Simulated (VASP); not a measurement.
CoSi: density of states with PBE

Crystal: CoSi.

```xyz
2
Lattice="0.0000 2.5444 2.5444 2.5444 0.0000 2.5444 2.5444 2.5444 0.0000" Properties=species:S:1:pos:R:3 pbc="T T T"
Co    0.0000    0.0000    0.0000
Si    1.2722    1.2722    1.2722
```

Measurements of this composition are mostly on another form, of space group No. 198.

* Program: VASP 6.6.1
* Task: density of states
* Functional: PBE
* Potentials or basis: VASP PAW PBE potentials, release 64 (Co, Si)
* Cutoff: 520 eV
* k mesh: 14 × 14 × 14
* Occupations: fermi-dirac, width 0.08 eV
* Spin: collinear spin, typed start
* Starting moments: [1.7, 0.0] μB
* Dipole correction: no
* k mesh for the DOS: 21 × 21 × 21
* Occupations for the DOS: tetrahedron
* Further INCAR settings: ALGO = Normal; EDIFF = 1e-07

```json
{
  "Net moment": "0.00 μB per cell",
  "Valence electrons inside the program's atomic spheres": "Co 8.47; Si 1.68"
}
```

Levels at points of the mesh, in eV from the Fermi level:
Spin up:
```
           k point  band 3  band 4  band 5  band 6  band 7  band 8  band 9  band 10
(0.00, 0.00, 0.00)   -2.29   -2.29   -1.01   -1.01    6.43    6.43    6.43     7.74
```
Spin down:
```tsv
k point	band 2	band 3	band 4	band 5	band 6	band 7	band 8	band 9	band 10	band 11
(0.00, 0.00, 0.00)	-2.29	-2.29	-2.29	-1.01	-1.01	6.43	6.43	6.43	7.74	7.74
```

States per cell in windows of 1 eV (zero at the Fermi level; states under -8 eV left out):
```
from (eV)    up  down  Co1_d_up  Co1_d_down  Si2_p_up  Si2_p_down  Co1_p_up  Co1_p_down
     -8.0  0.40  0.40      0.03        0.03      0.00        0.00      0.02        0.02
     -7.0  0.34  0.34      0.04        0.04      0.00        0.00      0.03        0.03
     -6.0  0.00  0.00      0.00        0.00      0.00        0.00      0.00        0.00
     -5.0  0.02  0.02      0.00        0.00      0.00        0.00      0.00        0.00
     -4.0  0.81  0.81      0.22        0.22      0.13        0.13      0.04        0.04
     -3.0  1.31  1.31      0.80        0.80      0.15        0.15      0.03        0.03
     -2.0  1.80  1.80      1.37        1.37      0.11        0.11      0.04        0.04
     -1.0  1.57  1.57      1.31        1.31      0.03        0.03      0.02        0.02
      0.0  0.53  0.53      0.28        0.28      0.04        0.04      0.04        0.04
      1.0  0.64  0.64      0.24        0.24      0.09        0.09      0.08        0.08
      2.0  0.53  0.53      0.16        0.16      0.09        0.09      0.08        0.08
      3.0  0.46  0.46      0.11        0.11      0.10        0.10      0.07        0.07
      4.0  0.24  0.24      0.06        0.06      0.06        0.06      0.04        0.04
      5.0  0.11  0.11      0.03        0.03      0.03        0.03      0.01        0.01
      6.0  0.29  0.29      0.06        0.06      0.01        0.01      0.02        0.02
      7.0  0.65  0.65      0.09        0.09      0.03        0.03      0.05        0.05
```

Wall time 2.1 min on 1 thread of AMD EPYC 9R45 96-Core Processor (Zen 5) (shared host), peak memory 0.28 GiB.

Caveat: the starting moments collapsed, and a magnetic state may lie lower.
